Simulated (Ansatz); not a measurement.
**HgTe: zone-centre modes at 1 GPa**

The calculation used Ansatz, DFT PBE, scalar-relativistic, plane waves, PAW. Plane waves to 420 eV; Γ-centred k mesh 12×12×12; Fermi-Dirac smearing of 0.15 eV. No spin polarisation. Phonons by linear response, acoustic sum rule imposed.

The cell, relaxed at 1 GPa:
```xyz
2
Lattice="0.0000 3.2959 3.2959 3.2959 0.0000 3.2959 3.2959 3.2959 0.0000" Properties=species:S:1:pos:R:3 pbc="T T T"
Hg    0.0000    0.0000    0.0000
Te    4.9438    4.9438    4.9438
```

In a metal, frequencies and elastic constants depend on the k mesh and the smearing, soft modes and shear constants most. Spin–orbit coupling is left out, which can shift energies with elements as heavy as these.

**Question.** Is this structure stable against zone-centre distortions?

**Answer.** Yes, at Γ: no optical mode is imaginary. Strains and other wave vectors aren't tested by this run.

**Question.** List the optical modes at Γ (i marks imaginary ones).

**Answer.**
```
frequency (cm⁻¹) degeneracy
             103           3
```

The bands only touch here, so at this level the crystal is a zero-gap semiconductor or semimetal, not an ordinary metal; spin–orbit coupling, left out, can open or move such a gap.

Cost: 1 run of about 0.86 core-minutes, on Intel Xeon Platinum 8488C (Sapphire Rapids) (shared hosts).